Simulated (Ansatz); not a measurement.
Born–Oppenheimer molecular dynamics of a periodic cell of 16 atoms, Li (start crystal Li, start structure bcc, volume 1 times the crystal's). It goes on from the last frame of an earlier run, with new velocities.

Method: DFT PBE-D3(BJ), scalar-relativistic, plane waves, PAW (Ansatz 0.2.0). Settings: accuracy low, cutoff 420 eV, k mesh 2x2x2, fermi-dirac smearing 0.11 eV, no spin polarisation.

```yaml
ensemble: NVE (velocity Verlet)
time_step: 1 fs
steps_asked: 300
starting_velocities_drawn_for: 780 K
seed: 451626
```

First frame:

```xyz
16
Lattice="6.9800 0.0000 0.0000 0.0000 6.9800 0.0000 0.0000 0.0000 6.9800" Properties=species:S:1:pos:R:3
Li 0.261 0.027 0.051
Li 3.683 0.015 -0.080
Li 0.048 2.771 -0.151
Li 0.674 0.111 3.065
Li 2.039 1.958 1.280
Li 3.863 3.513 -0.083
Li 3.449 -0.317 3.531
Li 4.764 1.681 1.706
Li 0.210 3.929 3.536
Li 1.417 5.120 1.355
Li 1.714 1.573 4.926
Li 3.125 3.636 3.624
Li 5.663 5.035 1.294
Li 5.069 1.996 4.709
Li 1.913 5.553 5.363
Li 5.386 5.684 5.101
```

Q: What does the run give?

A: The run went to its last step.

* steps done: 300
* time covered: 300 fs
* mean temperature over the second half: 761 K
* spread of the potential energy over the second half: 13.0 meV per atom
* mean potential energy of the second half above the start: 2.2 meV per atom

The conserved energy stayed within 0.023 meV per atom of its start (net change 0.0096 meV per atom), so the integration is sound. A run of 0.3 ps of so small a system gives no equilibrium averages. Limits of this set-up: coarse k mesh, low accuracy level.

Q: What happens to the structure?

A: Mean squared displacements from the first frame to the last, about the centre of mass: Li 0.53 Å². The details hang on the random start.

Q: How do temperature and energy run in time?

A: 
| time (fs) | T (K) | potential energy less start (eV) | conserved less start (meV/atom) |
| --- | --- | --- | --- |
| 0.0 | 780 | 0.000 | 0.00 |
| 10.0 | 777 | 0.006 | 0.00 |
| 20.0 | 756 | 0.047 | 0.00 |
| 30.0 | 705 | 0.146 | 0.00 |
| 40.0 | 654 | 0.245 | 0.00 |
| 50.0 | 685 | 0.184 | 0.00 |
| 60.0 | 763 | 0.033 | -0.02 |
| 70.0 | 735 | 0.087 | 0.00 |
| 80.0 | 771 | 0.017 | 0.01 |
| 90.0 | 907 | -0.246 | -0.01 |
| 100.0 | 899 | -0.231 | -0.02 |
| 110.0 | 688 | 0.179 | 0.00 |
| 120.0 | 504 | 0.536 | 0.02 |
| 130.0 | 586 | 0.377 | 0.01 |
| 140.0 | 821 | -0.081 | -0.02 |
| 150.0 | 897 | -0.226 | -0.02 |
| 160.0 | 747 | 0.064 | 0.00 |
| 170.0 | 597 | 0.355 | 0.01 |
| 180.0 | 604 | 0.341 | 0.01 |
| 190.0 | 790 | -0.019 | 0.00 |
| 200.0 | 980 | -0.388 | -0.02 |
| 210.0 | 933 | -0.296 | -0.01 |
| 220.0 | 731 | 0.095 | 0.01 |
| 230.0 | 632 | 0.287 | 0.01 |
| 240.0 | 697 | 0.161 | 0.00 |
| 250.0 | 785 | -0.010 | 0.00 |
| 260.0 | 811 | -0.060 | 0.00 |
| 270.0 | 817 | -0.072 | 0.00 |
| 280.0 | 794 | -0.028 | -0.01 |
| 290.0 | 707 | 0.141 | 0.01 |
| 300.0 | 714 | 0.127 | 0.01 |

Time of the run: 11 min on 1 thread of Arm Neoverse V2, on a shared host, peak memory 0.58 GiB.
